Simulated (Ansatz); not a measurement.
Crystal: CuAu.

```
Au Cu
1.0
     2.81075    0.00000    0.00000
     0.00000    2.81075    0.00000
     0.00000    0.00000    3.68500
Au Cu
1 1
Direct
  0.00000 0.00000 0.00000
  0.50000 0.50000 0.50000
```

Base run:

- Program: Ansatz 0.2.0
- Functional: PBEsol
- Potentials or basis: all-electron LAPW, scalar-relativistic
- Cutoff: 271 eV
- Density cutoff: 1086 eV
- Basis error allowed: 0.001 eV/atom
- k mesh: 9 × 9 × 7
- Occupations: fermi-dirac, width 0.05 eV
- Spin: no spin polarisation

Its results: pressure -4.0 GPa.

Problem. The run is repeated on the same cell with these changes: functional from PBEsol to PBE. What comes out?

Solution. Pressure 4.5 GPa.

PBE binds less tightly than PBEsol, so the same cell stands under more pressure.

Not every run made on this cell is shown here.
